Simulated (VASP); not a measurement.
A run of VASP 6.6.1:

Contents of INCAR:

```
SYSTEM = GaP
  PREC = Accurate
  ENCUT = 520
  EDIFF = 1E-7
  ISMEAR = 0
  SIGMA = 0.02
  LREAL = .FALSE.
  LASPH = .TRUE.
  NELM = 60
  ALGO = Normal
  ISIF = 3
  LWAVE = .FALSE.
  LCHARG = .FALSE.
  GGA = PE
  IBRION = 2
  NSW = 80
  EDIFFG = -0.002
  KPAR = 4
```

The input KPOINTS:

```
regular mesh
0
G
  10 10 10
  0 0 0
```

Contents of POSCAR:

```
GaP
1.0
    0.0000000000      2.7252500000      2.7252500000
    2.7252500000      0.0000000000      2.7252500000
    2.7252500000      2.7252500000      0.0000000000
Ga P
1 1
Direct
    0.0000000000      0.0000000000      0.0000000000
    0.2500000000      0.2500000000      0.2500000000
```

Potentials or basis: VASP PAW PBE potentials, release 64 (Ga_d, P).

Command:

```sh
$ cat potpaw_PBE.64/Ga_d/POTCAR potpaw_PBE.64/P/POTCAR > POTCAR
$ mpirun -np 4 vasp_std > vasp.out
```

Hardware: 4 MPI ranks on Intel(R) Xeon(R) 6975P-C (Granite Rapids) (shared host).

Problem. How long does it take, and how much memory?

Solution. Run time: 16 s on 4 MPI ranks on Intel(R) Xeon(R) 6975P-C (Granite Rapids), with other jobs on the host, peak memory 0.17 GiB a rank. Counts: scf iterations 32, k points 47, ion steps 3.
